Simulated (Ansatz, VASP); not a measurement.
# AlP in VASP and in Ansatz

```
Al P
1.0
     0.00000    2.71698    2.71698
     2.71698    0.00000    2.71698
     2.71698    2.71698    0.00000
Al P
1 1
Cartesian
  0.0000 0.0000 0.0000
  4.0755 4.0755 4.0755
```

Alike in both runs: functional LDA; k mesh 8 × 8 × 8; no spin polarisation.

Ansatz relaxed the structure, and its values are those at the end. VASP's run is a single point on that final structure, the one shown.

|  | VASP | Ansatz |
| --- | --- | --- |
| version | VASP 6.6.1 | Ansatz 0.2.0 |
| potentials or method | VASP PAW LDA potentials, release 64 (Al, P) | scalar-relativistic, plane waves, PAW |
| plane-wave cutoff (eV) | 520 | 420 |
| occupations | gaussian, width 0.01 eV | fixed |
| valence electrons in the cell | 8 | 8 |

```tsv
	VASP	Ansatz	Ansatz less VASP
gap on the k mesh at the Fermi level (eV)	1.41	1.42	+0.005
least direct gap on the mesh (eV)	3.24	3.23	-0.013
pressure (GPa)	0.1	0.0	-0.05
```

A k mesh can miss the band edges.
